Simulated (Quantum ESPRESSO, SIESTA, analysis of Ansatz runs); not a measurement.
# H_i (antibonding, by P) in BP (F-43m): levels and formation energies (SIESTA), part 2 of 3

Question: at which Fermi levels does H_i (antibonding, by P) in BP (F-43m) change its charge? Model: a cell of 54 host atoms with 1 H put in.

SIESTA 5.4.2; SIESTA numerical-orbital DFT, PBEsol, DZP basis, PseudoDojo 0.4.1 potentials converted to PSML; charged supercells in a uniform background, point-charge correction with alignment at far sites; the defect is named by its starting site, which the atom put in leaves on relaxing, at some charges or all.

So far. Step 2 (Band edges): The gap at this level is 1.15 eV.

**3. Relaxing each charge state**

Level of this step: SIESTA numerical-orbital DFT, PBEsol, DZP basis, PseudoDojo 0.4.1 potentials converted to PSML; relaxation of all atoms of a defect supercell (SIESTA).

Each state starts from the atoms near the defect displaced at random, so that no symmetry of the ideal site is imposed. An odd electron count needs spin polarisation, and the total moment is held fixed to keep the state apart from its neighbours in spin. Charge 0 is shown in full.

Contents of defect.fdf:

```
SystemName                      B27P27H
SystemLabel                     defect
NumberOfSpecies                 3
NumberOfAtoms                   55
%block ChemicalSpeciesLabel
  1    5 B
  2   15 P
  3    1 H
%endblock ChemicalSpeciesLabel
LatticeConstant                 1.0 Ang
%block LatticeVectors
    -0.000009000     6.831351000     6.831351000
     6.831351000    -0.000009000     6.831351000
     6.831351000     6.831351000    -0.000009000
%endblock LatticeVectors
AtomicCoordinatesFormat         Fractional
%block AtomicCoordinatesAndAtomicSpecies
    -0.000001244    -0.000001244    -0.000001244  1
     0.253298065     0.243869598     0.250681567  2
     0.002031456    -0.005202901     0.337862774  1
     0.247983243     0.247469433     0.581563570  2
    -0.000001244    -0.000001244     0.666665422  1
     0.250219919     0.246978617     0.913572311  2
     0.005216215     0.330337943     0.001617687  1
     0.255149552     0.578206062     0.250609195  2
    -0.001556925     0.329337013     0.332962275  1
     0.254367347     0.585910927     0.578490224  2
    -0.003246068     0.337574423     0.662663329  1
     0.255950597     0.583090652     0.912856036  2
    -0.000001244     0.666665422    -0.000001244  1
     0.251067128     0.917060775     0.244211396  2
     0.005822726     0.664996687     0.329225408  1
     0.251522361     0.915457556     0.588166322  2
    -0.004981420     0.671796162     0.667692984  1
     0.250001226     0.916667893     0.916667893  2
     0.333332089    -0.000001244    -0.000001244  1
     0.586469505     0.252128247     0.243808344  2
     0.333332089    -0.000001244     0.333332089  1
     0.579453193     0.250458842     0.581019325  2
     0.337074285    -0.005233337     0.669764281  1
     0.583334559     0.250001226     0.916667893  2
     0.333332089     0.333332089    -0.000001244  1
     0.589397300     0.579575444     0.248728195  2
     0.330789354     0.338735788     0.329273634  1
     0.585550099     0.577051989     0.586046614  2
     0.337151996     0.327932357     0.669525815  1
     0.583334559     0.583334559     0.916667893  2
     0.331633263     0.666873772    -0.004232475  1
     0.583334559     0.916667893     0.250001226  2
     0.332994719     0.672315548     0.332601870  1
     0.583334559     0.916667893     0.583334559  2
     0.337710010     0.663348829     0.669514210  1
     0.583334559     0.916667893     0.916667893  2
     0.666665422    -0.000001244    -0.000001244  1
     0.916667893     0.250001226     0.250001226  2
     0.666665422    -0.000001244     0.333332089  1
     0.915670394     0.253227205     0.586674848  2
     0.666665422    -0.000001244     0.666665422  1
     0.910546096     0.250648773     0.918817164  2
     0.666665422     0.333332089    -0.000001244  1
     0.914100312     0.585510740     0.254788536  2
     0.672566452     0.332867950     0.331983518  1
     0.920372837     0.577888246     0.582123728  2
     0.666665422     0.333332089     0.666665422  1
     0.920044149     0.577562336     0.916136347  2
     0.666665422     0.666665422    -0.000001244  1
     0.921269715     0.911625184     0.248368611  2
     0.666665422     0.666665422     0.333332089  1
     0.917480210     0.918943085     0.586425887  2
     0.670144530     0.662615918     0.670479445  1
     0.916667893     0.916667893     0.916667893  2
     0.187833456     0.523082194     0.518057727  3
%endblock AtomicCoordinatesAndAtomicSpecies
%block kgrid.MonkhorstPack
    2   0   0  0.50
    0   2   0  0.50
    0   0   2  0.50
%endblock kgrid.MonkhorstPack
XC.Functional                   GGA
XC.Authors                      PBEsol
PAO.BasisSize                   DZP
PAO.EnergyShift                 0.005 Ry
Mesh.Cutoff                     300 Ry
Spin                            polarized
%block DM.InitSpin
    10   0.200
    17   0.200
    29   0.200
    33   0.200
    55   0.200
%endblock DM.InitSpin
Spin.Fix                        true
Spin.Total                      1.0
OccupationFunction              FD
ElectronicTemperature           0.01 eV
MaxSCFIterations                150
SCF.MustConverge                true
SCF.Mixer.Method                Pulay
SCF.Mixer.Weight                0.1
SCF.Mixer.History               10
SCF.DM.Tolerance                3.0e-4
SCF.H.Tolerance                 3.0e-3 eV
WriteForces                     true
Charge.Mulliken                 end
SaveRho                         true
SaveElectrostaticPotential      true
Charge.Hirshfeld                end
Charge.Voronoi                  end
MD.TypeOfRun                    Broyden
MD.Steps                        90
MD.MaxForceTol                  0.04 eV/Ang
MD.MaxDispl                     0.15 Ang
WriteCoorStep                   true
AtomCoorFormatOut               Fractional
```

Started as:

```console
OMP_NUM_THREADS=1 siesta defect.fdf > defect.out
```

The log of the run:

```text
Version         : 5.4.2

                           ***********************
                           *  WELCOME TO SIESTA  *
                           ***********************

[...]
reinit: Reading from file defect.fdf

reinit: -----------------------------------------------------------------------
reinit: System Name: B27P27H
reinit: -----------------------------------------------------------------------
reinit: System Label: defect
reinit: -----------------------------------------------------------------------

[...]
initatom: Reading input for the pseudopotentials and atomic orbitals ----------
Species number:   1 Atomic number:    5 Label: B
Species number:   2 Atomic number:   15 Label: P
Species number:   3 Atomic number:    1 Label: H

[... pseudopotential checks and orbital generation ...]

prinput: Basis input

PAO.BasisType split

%block ChemicalSpeciesLabel
    1    5 B                       # Species index, atomic number, species label
    2   15 P                       # Species index, atomic number, species label
    3    1 H                       # Species index, atomic number, species label
%endblock ChemicalSpeciesLabel

%block PAO.Basis                 # Define Basis set
# WARNING: This information might be incomplete!
B                     2                    # Species label, number of l-shells
 n=2   0   2                         # n, l, Nzeta
   5.715      3.824
   1.000      1.000
 n=2   1   2 P   1                   # n, l, Nzeta, Polarization, NzetaPol
   7.067      4.748
   1.000      1.000
P                     2                    # Species label, number of l-shells
 n=3   0   2                         # n, l, Nzeta
   5.233      3.525
   1.000      1.000
 n=3   1   2 P   1                   # n, l, Nzeta, Polarization, NzetaPol
   6.628      4.520
   1.000      1.000
H                     1                    # Species label, number of l-shells
 n=1   0   2 P   1                   # n, l, Nzeta, Polarization, NzetaPol
   5.796      3.744
   1.000      1.000
%endblock PAO.Basis

prinput: ----------------------------------------------------------------------

coor:   Atomic-coordinates input format  =     Fractional

[...]
siesta: System type = bulk

initatomlists: Number of atoms, orbitals, and projectors:     55   707   707

[... echo of the settings ...]

siesta: k-grid: Number of k-points = 4
siesta: k-points from Monkhorst-Pack grid
siesta: k-cutoff (effective) =     9.661 Ang
siesta: k-point supercell and displacements
siesta: k-grid:     2     0     0      0.500
siesta: k-grid:     0     2     0      0.500
siesta: k-grid:     0     0     2      0.500

diag: Algorithm                                     = D&C
diag: Absolute tolerance                            =  0.100E-15
diag: Orthogonalization factor                      =  0.100E-05

superc: Internal auxiliary supercell:     3 x     3 x     3  =      27
superc: Number of atoms, orbitals, and projectors:   1485  19089  19089

                     ====================================
                        Begin Broyden opt. move =      0
                     ====================================

[...]
superc: Internal auxiliary supercell:     3 x     3 x     3  =      27
superc: Number of atoms, orbitals, and projectors:   1485  19089  19089

outcell: Unit cell vectors (Ang):
       -0.000009    6.831351    6.831351
        6.831351   -0.000009    6.831351
        6.831351    6.831351   -0.000009

outcell: Cell vector modules (Ang)   :    9.660989    9.660989    9.660989
outcell: Cell angles (23,13,12) (deg):     60.0001     60.0001     60.0001
outcell: Cell volume (Ang**3)        :    637.6034
[...]
Initializing Density Matrix...

[...]
DM filled with atomic data (user-defined):

InitMesh: MESH = 90 x 90 x 90 = 729000
InitMesh: Mesh cutoff (required, used) =   300.000   359.778 Ry

[...]
iscf     Eharris(eV)        E_KS(eV)     FreeEng(eV)     dDmax     Ef_up Ef_dn(eV) dHmax(eV)
   scf:    1    -7099.001360    -7257.145538    -7257.145538  0.922936 -4.505505 -6.097127  2.659356
[...]
scf:    2    -7267.233444    -7262.374662    -7262.374662  0.016670 -4.452759 -6.045936  2.047172
[...]
scf:    3    -7274.375740    -7270.231570    -7270.231570  0.045219 -4.409284 -5.643945  0.584099
[...]
scf:    4    -7270.353828    -7270.349503    -7270.349503  0.012724 -4.284064 -5.519667  0.287528
[...]
scf:    5    -7270.463753    -7270.419667    -7270.419667  0.002912 -4.359069 -5.503482  0.210573
[...]
scf:    6    -7270.464694    -7270.444654    -7270.444654  0.008277 -4.304172 -5.448960  0.066696
[...]
scf:    7    -7270.446671    -7270.445899    -7270.445899  0.000545 -4.302958 -5.447819  0.043193
[...]
scf:    8    -7270.446256    -7270.446092    -7270.446092  0.000370 -4.302714 -5.447664  0.028023
[...]
scf:    9    -7270.446177    -7270.446143    -7270.446143  0.000180 -4.303460 -5.448442  0.024576
[...]
scf:   10    -7270.446304    -7270.446225    -7270.446225  0.000412 -4.303701 -5.448760  0.010991
[...]
spin moment: {S} , |S| = {        0.0        0.0    1.00000 }     1.00000

SCF Convergence by DM+H criterion
max |DM_out - DM_in|         :     0.0000393683
max |H_out - H_in|      (eV) :     0.0024779690
[...]
New DM after history re-use:

[...]
iscf     Eharris(eV)        E_KS(eV)     FreeEng(eV)     dDmax     Ef_up Ef_dn(eV) dHmax(eV)
   scf:    1    -7271.568907    -7271.562884    -7271.562884  0.030230 -4.254508 -5.571287  0.061323
[...]
scf:    2    -7271.547195    -7271.558333    -7271.558333  0.000964 -4.253571 -5.566524  0.175448
[...]
scf:    3    -7271.564478    -7271.563379    -7271.563379  0.000701 -4.254248 -5.570176  0.006512
[...]
scf:    4    -7271.563415    -7271.563400    -7271.563400  0.000144 -4.254237 -5.570004  0.004327
[...]
scf:    5    -7271.563410    -7271.563405    -7271.563406  0.000091 -4.254232 -5.569864  0.001972
     spin moment: {S} , |S| = {        0.0        0.0    1.00000 }     1.00000

SCF Convergence by DM+H criterion
[...]
SCF cycle converged after 5 iterations

[...]
siesta: E_KS(eV) =            -7271.5634

siesta: Atomic forces (eV/Ang):
     1    0.005575    0.004117    0.009750
     2   -0.004050   -0.006209   -0.003675
     3    0.002883    0.010388    0.000630
     4   -0.004438   -0.013016   -0.005365
     5    0.004737    0.004306   -0.000889
     6   -0.014700   -0.007349    0.000580
     7   -0.003126    0.008460   -0.001879
     8   -0.000884    0.002356    0.000109
     9   -0.001094   -0.002004   -0.008396
    10    0.000256   -0.002749    0.007255
[...]
51    0.002458    0.003528    0.003370
    52    0.004761    0.002087   -0.000418
    53   -0.008107    0.013227    0.008060
    54    0.011034    0.006793    0.005038
    55   -0.022607   -0.015907   -0.031390
   Tot   -0.002789   -0.000111    0.000050
   Max    0.031390
   Res    0.006173    sqrt( Sum f_i^2 / 3N )
   Max    0.031390    constrained

Stress tensor Voigt[x,y,z,yz,xz,xy] (kbar):       -4.38       -4.39       -4.38        3.17        3.23        3.18
[...]
outcoor: Relaxed atomic coordinates (fractional):
    0.00122289   -0.00058905    0.00000708   1       1  B
    0.25138340    0.24956070    0.25008579   2       2  P
    0.00112365   -0.00029755    0.33328343   1       3  B
    0.25147545    0.24971863    0.58371355   2       4  P
    0.00131814   -0.00030654    0.66658283   1       5  B
    0.25124292    0.24927000    0.91766031   2       6  P
    0.00121255    0.33299371    0.00013684   1       7  B
    0.25124153    0.58306900    0.25021475   2       8  P
    0.00142994    0.33310116    0.33346485   1       9  B
    0.25102644    0.58263162    0.58349678   2      10  P
    0.00051763    0.33206205    0.66794483   1      11  B
    0.25122382    0.58294219    0.91676264   2      12  P
    0.00129171    0.66623205    0.00024805   1      13  B
    0.25113850    0.91687190    0.24981869   2      14  P
    0.00020149    0.66744847    0.33270642   1      15  B
    0.25123358    0.91637518    0.58328415   2      16  P
   -0.00026221    0.66761686    0.66830432   1      17  B
    0.25117602    0.91615915    0.91664389   2      18  P
    0.33446355   -0.00044359    0.00013968   1      19  B
    0.58496672    0.24925037    0.24987713   2      20  P
[...]
0.66785552    0.33283701    0.33356946   1      45  B
    0.91764667    0.58305884    0.58371423   2      46  P
    0.66825255    0.33295048    0.66675756   1      47  B
    0.91750383    0.58294962    0.91742946   2      48  P
    0.66783136    0.66602299    0.00014461   1      49  B
    0.91753459    0.91664696    0.24977236   2      50  P
    0.66795704    0.66623856    0.33342089   1      51  B
    0.91760522    0.91676613    0.58329923   2      52  P
    0.66668389    0.66668261    0.66718623   1      53  B
    0.91787324    0.91613394    0.91652949   2      54  P
    0.17015433    0.50300578    0.50113447   3      55  H

[...]
siesta: Final energy (eV):
siesta:  Band Struct. =   -2597.604001
siesta:       Kinetic =    3354.740193
siesta:       Hartree =     448.598978
[...]
siesta:         Exch. =   -2136.622280
siesta:         Corr. =    -291.095907
[...]
siesta:   Exch.-corr. =   -2427.718186
siesta:  Ion-electron =   -4105.296835
siesta:       Ion-ion =   -4541.887556
[...]
siesta:         Total =   -7271.563405
siesta:      Fermi_up =      -4.254232
siesta:      Fermi_dn =      -5.569864

siesta: Stress tensor (static) (eV/Ang**3):
siesta:    -0.002734    0.001983    0.002018
siesta:     0.001983   -0.002743    0.001978
siesta:     0.002018    0.001978   -0.002736

siesta: Cell volume =        637.603445 Ang**3

siesta: Pressure (static):
siesta:                Solid            Molecule  Units
siesta:           0.00002981          0.00002852  Ry/Bohr**3
siesta:           0.00273740          0.00261836  eV/Ang**3
siesta:           4.38579111          4.19508234  kBar

[...]
mulliken: Qtot =      109.000

[...]
mulliken: Qtot =      108.000

Mulliken Atomic Populations:
Atom #   charge [q] valence [e]      Sz [e]  Species
     1    -0.481701    3.481701    0.002715  B
     2     0.480099    4.519901    0.006506  P
     3    -0.484499    3.484499    0.003885  B
     4     0.466410    4.533590    0.032410  P
     5    -0.481433    3.481433    0.002723  B
     6     0.479865    4.520135    0.007838  P
     7    -0.484472    3.484472    0.003839  B
     8     0.466272    4.533728    0.033545  P
     9    -0.484492    3.484492    0.002849  B
    10     0.467161    4.532839    0.037865  P
    11    -0.463227    3.463227    0.017602  B
    12     0.480174    4.519826    0.005822  P
    13    -0.481429    3.481429    0.002829  B
    14     0.479740    4.520260    0.008339  P
    15    -0.463014    3.463014    0.018577  B
    16     0.480153    4.519847    0.005412  P
    17    -0.461964    3.461964    0.024590  B
    18     0.479891    4.520109    0.005554  P
    19    -0.481145    3.481145    0.003506  B
    20     0.480170    4.519830    0.007350  P
[...]
45    -0.484474    3.484474    0.003895  B
    46     0.466303    4.533697    0.032604  P
    47    -0.481330    3.481330    0.002705  B
    48     0.479949    4.520051    0.008019  P
    49    -0.481206    3.481206    0.003645  B
    50     0.480181    4.519819    0.007505  P
    51    -0.481387    3.481387    0.002900  B
    52     0.479780    4.520220    0.008129  P
    53    -0.494077    3.494077    0.042111  B
    54     0.480885    4.519115    0.000127  P
    55     0.036358    0.963642    0.378726  H
 Total     0.000000                1.000000

[...]
Job completed
```

Wall time 81 min (1 MPI rank of Arm Neoverse V1, shared host); peak memory 1.3 GiB.

The steps and moves of this run count from the displaced start.

The steps of the relaxation:

| step | energy less that of the first step (eV) | largest force (eV/Å) |
| --- | --- | --- |
| 0 | 0.0000 | 1.7283 |
| 1 | -0.7740 | 1.2895 |
| 2 | -0.9300 | 1.0127 |
| 3 | -0.9925 | 0.7864 |
| 4 | -1.0414 | 0.5493 |
| 5 | -1.0747 | 0.3620 |
| 6 | -1.0971 | 0.2186 |
| 7 | -1.1037 | 0.1665 |
| 8 | -1.1102 | 0.1136 |
| 9 | -1.1143 | 0.0792 |
| 10 | -1.1172 | 0.0418 |

The atoms that moved most (Å):

| atom | dx | dy | dz | length |
| --- | --- | --- | --- | --- |
| H55 | -0.253 | -0.236 | -0.258 | 0.432 |
| P22 | 0.009 | 0.058 | 0.031 | 0.066 |
| B11 | -0.002 | 0.062 | -0.012 | 0.063 |
| P4 | 0.030 | 0.039 | 0.039 | 0.063 |
| B27 | -0.022 | 0.057 | -0.012 | 0.063 |
| P6 | 0.044 | 0.035 | 0.023 | 0.060 |
| B9 | 0.029 | 0.024 | 0.046 | 0.060 |
| P42 | -0.021 | 0.038 | 0.040 | 0.059 |

Neighbours of H55 at the end:

| atom | distance (Å) |
| --- | --- |
| P10 | 1.916 |
| P8 | 1.980 |
| P46 | 1.992 |
| P4 | 1.998 |
| B33 | 2.258 |
| B17 | 2.267 |
| B29 | 2.278 |
| B15 | 2.312 |
| B27 | 2.318 |
| B11 | 2.327 |

Energies on the run's own zero. States near gap, by row:

| spin | k | band | energy (eV) | filled by count |
| --- | --- | --- | --- | --- |
| up | 0 | 105 | -6.624 | 1 |
| up | 0 | 106 | -6.464 | 1 |
| up | 0 | 107 | -6.133 | 1 |
| up | 0 | 108 | -5.723 | 1 |
| up | 0 | 109 | -5.723 | 1 |
| up | 0 | 110 | -3.963 | 0 |
| up | 0 | 111 | -3.962 | 0 |
| up | 0 | 112 | -3.836 | 0 |
| up | 0 | 113 | -3.616 | 0 |
| up | 1 | 105 | -6.853 | 1 |
| up | 1 | 106 | -6.669 | 1 |
| up | 1 | 107 | -6.222 | 1 |
| up | 1 | 108 | -6.045 | 1 |
| up | 1 | 109 | -5.685 | 1 |
| up | 1 | 110 | -3.93 | 0 |
| up | 1 | 111 | -3.227 | 0 |
| up | 1 | 112 | -3.091 | 0 |
| up | 1 | 113 | -3.073 | 0 |
| down | 0 | 104 | -6.608 | 1 |
| down | 0 | 105 | -6.608 | 1 |
| down | 0 | 106 | -6.439 | 1 |
| down | 0 | 107 | -5.706 | 1 |
| down | 0 | 108 | -5.706 | 1 |
| down | 0 | 109 | -5.441 | 0 |
| down | 0 | 110 | -3.948 | 0 |
| down | 0 | 111 | -3.947 | 0 |
| down | 0 | 112 | -3.811 | 0 |
| down | 1 | 104 | -6.84 | 1 |
| down | 1 | 105 | -6.832 | 1 |
| down | 1 | 106 | -6.652 | 1 |
| down | 1 | 107 | -6.199 | 1 |
| down | 1 | 108 | -6.028 | 1 |
| down | 1 | 109 | -5.012 | 0 |
| down | 1 | 110 | -3.873 | 0 |
| down | 1 | 111 | -3.211 | 0 |
| down | 1 | 112 | -3.077 | 0 |

[end of part 2 of 3]

[Logs are printed without paths, hosts, clocks, repeated set-up lines and the standing remarks that a program may print on its own settings, such as how far it seeks lower states.]

[Hosts, paths, dates, database ids (printed as entryN), source tags and the programs' standing remarks are cut or masked in the printed files.]

[For some hosts the program warned that the k-mesh of the response run may be too coarse for force constants and the static dielectric constant; such warnings are not shown here.]

[Charge tables in the logs are Mulliken or Hirshfeld populations, whose sizes and signs can differ; where basis functions stand at a vacancy, SIESTA counts their charge against the missing atom's valence.]

[In relaxation paths of CP2K, step 0 can be the structure after the first move, since the trajectory file begins there, and the last row can be the final structure solved once more.]
